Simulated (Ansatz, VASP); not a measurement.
WSe2 in VASP and in Ansatz

```
CELL_PARAMETERS angstrom
3.29967 0.00000 0.00000
-1.64983 2.85760 0.00000
0.00000 0.00000 13.14853
ATOMIC_POSITIONS crystal
W 0.66667 0.33333 0.75000
W 0.33333 0.66667 0.25000
Se 0.33333 0.66667 0.87666
Se 0.66667 0.33333 0.37666
Se 0.33333 0.66667 0.62334
Se 0.66667 0.33333 0.12334
```

The cell is a database's computed one.

Alike in both runs: task single point; functional PBEsol; k mesh 6 × 6 × 2; no spin polarisation.

|  | VASP | Ansatz |
| --- | --- | --- |
| version | VASP 6.6.1 | Ansatz 0.2.0 |
| potentials or method | VASP PAW PBE potentials, release 64 (W_sv, Se) | plane waves, PAW |
| plane-wave cutoff (eV) | 520 | 420 |
| occupations | gaussian, width 0.01 eV | fixed |
| valence electrons in the cell | 52 | 92 |

```csv
,VASP,Ansatz,Ansatz less VASP
gap on the k mesh at the Fermi level (eV),1.00,1.01,+0.005
pressure (GPa),-1.1,-1.5,-0.40
largest component of the traceless stress (GPa),1.29,1.20,-0.090
rms of the force components (eV/Å),0.012,0.016,+0.0046
```

Atom by atom the forces differ by 0.028 eV/Å (rms over components). The two sets of potentials don't hold the same shells in valence.

Caveats: the PAW data sets were made with another functional, which shifts forces and pressure a little (VASP); spin-orbit coupling is left out, which moves the levels of the heavy elements; this functional lacks dispersion, which binds the layers, so the pressure and a relaxed spacing across them are unreliable. A k mesh can miss the band edges. PBEsol gaps usually lie below the measured ones, often by a third to a half.
